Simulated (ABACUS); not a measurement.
# MgTe (F-43m) in ABACUS: single point with PBEsol

Aim: the single point of MgTe with PBEsol.

All numbers are computed with ABACUS 3.10.1; they aren't measurements. Logs are shortened: lines on timing, memory, paths and dates and some standing lists are left out, and cuts for length are marked.

## Step 1: Starting point

The structure is cubic, space group F-43m (No. 216). Conventional cell: a = 6.464 Å, b = 6.464 Å, c = 6.464 Å, α = 90.00°, β = 90.00°, γ = 90.00°. Te (site symmetry -43m) is surrounded by 4 Mg at 2.80 Å. Around Mg (site symmetry -43m) lie 4 Te at 2.80 Å.

The cell comes from a database or a generator and needn't be the stable form of this composition.

## Step 2: Single point, PBEsol

run_abacus.py

```python
"""ABACUS run from a structure file: ASE reads it, the script writes STRU, KPT and INPUT."""
import re
import subprocess
import spglib
from ase import Atoms
from ase.io import read
from ase.units import Bohr

atoms = read("MgTe.cif")
cell, frac, numbers = spglib.standardize_cell((atoms.cell[:], atoms.get_scaled_positions(), atoms.numbers), to_primitive=True, symprec=1e-4)
atoms = Atoms(numbers=numbers, cell=cell, scaled_positions=frac, pbc=True)  # the primitive cell
atoms = atoms[(-atoms.numbers).argsort(kind="stable")]  # ABACUS lists atoms element by element
pseudo = {'Te': 'Te.upf', 'Mg': 'Mg.upf'}
orbital = {}
magmoms = None
kmesh = [6, 6, 6]
params = {
    'suffix': 'MgTe',
    'calculation': 'scf',
    'basis_type': 'pw',
    'pseudo_dir': './',
    'symmetry': 1,
    'dft_functional': 'pbesol',
    'ecutwfc': 103,
    'pseudo_rcut': 7,
    'nspin': 1,
    'nbands': 27,
    'ks_solver': 'dav',
    'smearing_method': 'fd',
    'smearing_sigma': 0.00367493,
    'scf_thr': 1e-08,
    'scf_nmax': 100,
    'mixing_type': 'broyden',
    'mixing_beta': 0.7,
    'cal_force': 1,
    'cal_stress': 1,
    'out_chg': 1,
    'kpar': 4,
}

symbols = atoms.get_chemical_symbols()
elements = list(dict.fromkeys(symbols))
lines = ["ATOMIC_SPECIES"] + [f"{e} {atoms.get_masses()[symbols.index(e)]:.4f} {pseudo[e]}" for e in elements]
if orbital:
    lines += ["", "NUMERICAL_ORBITAL"] + [orbital[e] for e in elements]
lines += ["", "LATTICE_CONSTANT", f"{1 / Bohr:.10f}", "", "LATTICE_VECTORS"]
lines += [" ".join(f"{x:.10f}" for x in v) for v in atoms.cell]
lines += ["", "ATOMIC_POSITIONS", "Direct"]
for e in elements:
    lines += ["", e, "0.0", str(symbols.count(e))]
    for i, p in enumerate(atoms.get_scaled_positions(wrap=False)):
        if symbols[i] == e:
            mag = "" if magmoms is None else " mag " + " ".join(str(x) for x in (magmoms[i] if isinstance(magmoms[i], list) else [magmoms[i]]))
            lines.append(" ".join(f"{x:.10f}" for x in p) + " 1 1 1" + mag)
open("STRU", "w").write("\n".join(lines) + "\n")
open("KPT", "w").write("K_POINTS\n0\nGamma\n%d %d %d 0 0 0\n" % tuple(kmesh))
open("INPUT", "w").write("INPUT_PARAMETERS\n" + "".join(f"{k:<20s}{v}\n" for k, v in params.items()))

done = subprocess.run(['mpirun', '-np', '4', 'abacus'])
if done.returncode:
    raise SystemExit(done.returncode)
log = open("OUT.MgTe/running_scf.log").read()
print("final energy (eV):", re.findall(r"FINAL_ETOT_IS (\S+)", log))
```

MgTe.cif

```cif
data_MgTe
_cell_length_a 6.46399765
_cell_length_b 6.46399765
_cell_length_c 6.46399765
_cell_angle_alpha 90.00000000
_cell_angle_beta 90.00000000
_cell_angle_gamma 90.00000000
_space_group_name_H-M_alt 'F-43m'
_space_group_name_Hall 'F -4 2 3'
_space_group_IT_number 216
loop_
_space_group_symop_operation_xyz
'x,y,z'
'y,-x,-z'
'-x,-y,z'
'-y,x,-z'
'x,-y,-z'
'y,x,z'
'-x,y,-z'
'-y,-x,z'
'z,x,y'
'-z,y,-x'
'z,-x,-y'
'-z,-y,x'
'-z,x,-y'
'z,y,x'
'-z,-x,y'
'z,-y,-x'
'y,z,x'
'-x,-z,y'
'-y,z,-x'
'x,-z,-y'
'-y,-z,x'
'x,z,y'
'y,-z,-x'
'-x,z,-y'
'x,y+1/2,z+1/2'
'y,-x+1/2,-z+1/2'
'-x,-y+1/2,z+1/2'
'-y,x+1/2,-z+1/2'
'x,-y+1/2,-z+1/2'
'y,x+1/2,z+1/2'
'-x,y+1/2,-z+1/2'
'-y,-x+1/2,z+1/2'
'z,x+1/2,y+1/2'
'-z,y+1/2,-x+1/2'
'z,-x+1/2,-y+1/2'
'-z,-y+1/2,x+1/2'
'-z,x+1/2,-y+1/2'
'z,y+1/2,x+1/2'
'-z,-x+1/2,y+1/2'
'z,-y+1/2,-x+1/2'
'y,z+1/2,x+1/2'
'-x,-z+1/2,y+1/2'
'-y,z+1/2,-x+1/2'
'x,-z+1/2,-y+1/2'
'-y,-z+1/2,x+1/2'
'x,z+1/2,y+1/2'
'y,-z+1/2,-x+1/2'
'-x,z+1/2,-y+1/2'
'x+1/2,y,z+1/2'
'y+1/2,-x,-z+1/2'
'-x+1/2,-y,z+1/2'
'-y+1/2,x,-z+1/2'
'x+1/2,-y,-z+1/2'
'y+1/2,x,z+1/2'
'-x+1/2,y,-z+1/2'
'-y+1/2,-x,z+1/2'
'z+1/2,x,y+1/2'
'-z+1/2,y,-x+1/2'
'z+1/2,-x,-y+1/2'
'-z+1/2,-y,x+1/2'
'-z+1/2,x,-y+1/2'
'z+1/2,y,x+1/2'
'-z+1/2,-x,y+1/2'
'z+1/2,-y,-x+1/2'
'y+1/2,z,x+1/2'
'-x+1/2,-z,y+1/2'
'-y+1/2,z,-x+1/2'
'x+1/2,-z,-y+1/2'
'-y+1/2,-z,x+1/2'
'x+1/2,z,y+1/2'
'y+1/2,-z,-x+1/2'
'-x+1/2,z,-y+1/2'
'x+1/2,y+1/2,z'
'y+1/2,-x+1/2,-z'
'-x+1/2,-y+1/2,z'
'-y+1/2,x+1/2,-z'
'x+1/2,-y+1/2,-z'
'y+1/2,x+1/2,z'
'-x+1/2,y+1/2,-z'
'-y+1/2,-x+1/2,z'
'z+1/2,x+1/2,y'
'-z+1/2,y+1/2,-x'
'z+1/2,-x+1/2,-y'
'-z+1/2,-y+1/2,x'
'-z+1/2,x+1/2,-y'
'z+1/2,y+1/2,x'
'-z+1/2,-x+1/2,y'
'z+1/2,-y+1/2,-x'
'y+1/2,z+1/2,x'
'-x+1/2,-z+1/2,y'
'-y+1/2,z+1/2,-x'
'x+1/2,-z+1/2,-y'
'-y+1/2,-z+1/2,x'
'x+1/2,z+1/2,y'
'y+1/2,-z+1/2,-x'
'-x+1/2,z+1/2,-y'
loop_
_atom_site_label
_atom_site_type_symbol
_atom_site_symmetry_multiplicity
_atom_site_Wyckoff_symbol
_atom_site_fract_x
_atom_site_fract_y
_atom_site_fract_z
_atom_site_occupancy
Te1 Te 4 d 0.2500000000 0.2500000000 0.7500000000 1
Mg1 Mg 4 a 0.0000000000 0.0000000000 0.0000000000 1
```

Potentials or basis: PseudoDojo NC SR 0.4 PBEsol stringent, plane waves.

Started as:

```
$ OMP_NUM_THREADS=1 python run_abacus.py > log
```

running log:

```text
ABACUS v3.10.1

               Atomic-orbital Based Ab-initio Computation at UStc

 ------------------------------------------------------------------------------------

 READING GENERAL INFORMATION
                           global_out_dir = OUT.MgTe/
                           global_in_card = INPUT
                               pseudo_dir = ./
                              orbital_dir =
                                    DSIZE = 4
                                    GSIZE = 1

 READING UNITCELL INFORMATION
                                    ntype = 2
                  lattice constant (Bohr) = 1.88973
              lattice constant (Angstrom) = 1

 READING ATOM TYPE 1
                               atom label = Te
                      L=0, number of zeta = 1
                      L=1, number of zeta = 1
                      L=2, number of zeta = 1
             number of atom for this type = 1

 READING ATOM TYPE 2
                               atom label = Mg
                      L=0, number of zeta = 1
                      L=1, number of zeta = 1
                      L=2, number of zeta = 1
             number of atom for this type = 1

                        TOTAL ATOM NUMBER = 2
DIRECT COORDINATES
    atom                   x                   y                   z     mag                  vx                  vy                  vz
taud_Te1            0.7500000000        0.7500000000        0.7500000000  0.0000        0.0000000000        0.0000000000        0.0000000000
taud_Mg1            0.0000000000        0.0000000000        0.0000000000  0.0000        0.0000000000        0.0000000000        0.0000000000

                          Volume (Bohr^3) = 455.659
                             Volume (A^3) = 67.5217

 Lattice vectors: (Cartesian coordinate: in unit of a_0)
                   +0              +3.232              +3.232
               +3.232                  +0              +3.232
               +3.232              +3.232                  +0
 Reciprocal vectors: (Cartesian coordinate: in unit of 2 pi/a_0)
            -0.154703           +0.154703           +0.154703
            +0.154703           -0.154703           +0.154703
            +0.154703           +0.154703           -0.154703
 The esolver type has been set to : ksdft_pw

                PAO radial cut off (Bohr) = 7

 Read in pseudopotential file is Te.upf
                     pseudopotential type = NC
          exchange-correlation functional = PBESOL
                 nonlocal core correction = 1
                        valence electrons = 24
                                     lmax = 2
                           number of zeta = 5
                     number of projectors = 6
                           L of projector = 0
[... 5 lines left out ...]
                PAO radial cut off (Bohr) = 7

 Read in pseudopotential file is Mg.upf
                     pseudopotential type = NC
          exchange-correlation functional = PBESOL
                 nonlocal core correction = 0
                        valence electrons = 10
[... 168 lines left out ...]
 projector 2 L=0
 projector 3 L=1
 projector 4 L=1
      TOTAL NUMBER OF NONLOCAL PROJECTORS = 26

 Init Non-Local PseudoPotential table :
 Init Non-Local-Pseudopotential done.

                                     npwx = 8050

 Make real space PAO into reciprocal space.
       max mesh points in Pseudopotential = 701
     dq(describe PAO in reciprocal space) = 0.01
                                    max q = 1222

 number of pseudo atomic orbitals for Te is 5
WARNING: norm of atomic wavefunction # 4 of atomic type Te is 0.999977, renormalized
WARNING: norm of atomic wavefunction # 5 of atomic type Te is 0.99875, renormalized

 number of pseudo atomic orbitals for Mg is 3
WARNING: norm of atomic wavefunction # 3 of atomic type Mg is 0.994389, renormalized

 -------------------------------------------
 SELF-CONSISTENT
 -------------------------------------------
                                 init_chg = atomic

 PW ALGORITHM --------------- ION=   1  ELEC=   1--------------------------------

 Notice: Threshold on eigenvalues was too large.
 hsover_error=0.34 > DRHO=0.0503491
 Origin diag ethr = 0.01
 New diag ethr = 0.000148085

 Density error is 0.050484874595
                          Error Threshold = 0.00014808544889
----------------------------------------------------------
     Energy           Rydberg                 eV
----------------------------------------------------------
 E_KohnSham     -680.5685004748      -9259.6094857731
 E_Harris       -678.8507693644      -9236.2385550393
 E_Fermi        0.4456600367         6.0635158706
----------------------------------------------------------
[... 63 lines left out ...]
 Density error is 2.3282715452e-09
                          Error Threshold = 1.88436122329e-10
----------------------------------------------------------
     Energy           Rydberg                 eV
----------------------------------------------------------
 E_KohnSham     -680.5755894963      -9259.7059368585
 E_KS(sigma->0) -680.5755894963      -9259.7059368584
 E_Harris       -680.5751808784      -9259.7003773262
 E_band         -115.4984293846      -1571.4367496813
 E_one_elec     -576.2358916261      -7840.0915182257
 E_Hartree      269.7422464676       3670.0315432802
 E_xc           -88.8389488113       -1208.7159081647
 E_Ewald        -285.2429955264      -3880.9300537482
 E_entropy(-TS) -0.0000000000        -0.0000000001
 E_descf        0.0000000000         0.0000000000
 E_exx          0.0000000000         0.0000000000
 E_Fermi        0.4626779258         6.2950561298
----------------------------------------------------------

 charge density convergence is achieved
 final etot is -9259.7059369 eV
 EFERMI = 6.2950561298 eV

 STATE ENERGY(eV) AND OCCUPATIONS    NSPIN == 1
 1/4 kpoint (Cartesian) = 0.0000 0.0000 0.0000 (7991 pws)
       1       -152.602     0.00925926
       2       -102.697     0.00925926
       3       -102.697     0.00925926
       4       -102.697     0.00925926
       5       -69.8422     0.00925926
       6       -36.7952     0.00925926
[... 106 lines left out ...]
      26        15.8274    5.91676e-85
      27        16.7992        0.00000

------------------------------------------------------------------------------------------
 TOTAL-FORCE (eV/Angstrom)
------------------------------------------------------------------------------------------
                       Te1         0.0000000000         0.0000000000         0.0000000000
                       Mg1         0.0000000000         0.0000000000         0.0000000000
------------------------------------------------------------------------------------------

----------------------------------------------------------------
 TOTAL-STRESS (KBAR)
----------------------------------------------------------------
        -3.7548040353        -0.0000000000        -0.0000000000
        -0.0000000000        -3.7548040353         0.0000000000
        -0.0000000000         0.0000000000        -3.7548040353
----------------------------------------------------------------
 TOTAL-PRESSURE: -3.754804 KBAR

 --------------------------------------------
 !FINAL_ETOT_IS -9259.7059368584759795 eV
 --------------------------------------------
```

Run time: 22 s. Hardware: 4 MPI ranks of AMD EPYC 7R43 (Zen 3), shared host; peak memory 0.64 GiB.

Results:

```
Free energy            : -9259.7059 eV
Pressure               : -0.4 GPa
Band gap on the k mesh : 2.29 eV, direct
```

Caveat: spin-orbit coupling is left out, which moves the levels of the heavy elements.
